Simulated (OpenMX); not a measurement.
SnO2 (Cassiterite):

```
Sn O
1.0
     4.73800    0.00000    0.00000
     0.00000    4.73800    0.00000
     0.00000    0.00000    3.18650
Sn O
2 4
Direct
  0.50000 0.50000 0.50000
  0.00000 0.00000 0.00000
  0.80710 0.19290 0.50000
  0.69290 0.69290 0.00000
  0.19290 0.80710 0.50000
  0.30710 0.30710 0.00000
```

```yaml
Program: OpenMX 3.8.5
Task: single point
Functional: PBE
Potentials_or_basis: OpenMX 2013 PBE set, Sn7.0-s3p2d2, O6.0-s2p2d1, grid cutoff 500 Ry
k_mesh: 7 × 7 × 9
Occupations: fermi-dirac, width 0.05 eV
Spin: no spin polarisation
```

On this cell: pressure 17.2 GPa; largest force 0.360 eV/Å; band gap on the k mesh 0.21 eV, indirect (least direct gap 1.22 eV).

The same run follows on a disturbed copy (atoms moved at random, drawn with an rms of 0.05 Å):

```
Sn O
1.0
     4.73800    0.00000    0.00000
     0.00000    4.73800    0.00000
     0.00000    0.00000    3.18650
Sn O
2 4
Direct
  0.50136 0.50951 0.49746
  0.99024 0.00615 0.99822
  0.80742 0.19471 0.50555
  0.69731 0.69922 0.00342
  0.20807 0.81229 0.50986
  0.30845 0.30649 0.98763
```

Task: What changes?

Result: The energy moves by +17.4 meV/atom; pressure 17.2 GPa; largest force 1.852 eV/Å; band gap on the k mesh 0.12 eV, indirect (least direct gap 1.09 eV).

Forces in eV/Å, atoms in the order of the input:
```
Sn  -0.299 -0.907 -0.078
Sn   1.727 -0.224  0.629
O   -0.591  0.659 -0.469
O    0.117 -0.284 -0.156
O   -0.989  0.720 -0.476
O    0.029  0.027  0.572
```

Caveats: spin-orbit coupling is left out, which moves the levels of the heavy elements; an odd mesh through Γ misses points on the zone boundary, where band edges often lie; the basis of atomic orbitals isn't converged, which shifts pressures, moduli and gaps; so large a pressure means that the cell lies far from this level's equilibrium, or that cutoff or potentials fall short (some runs).
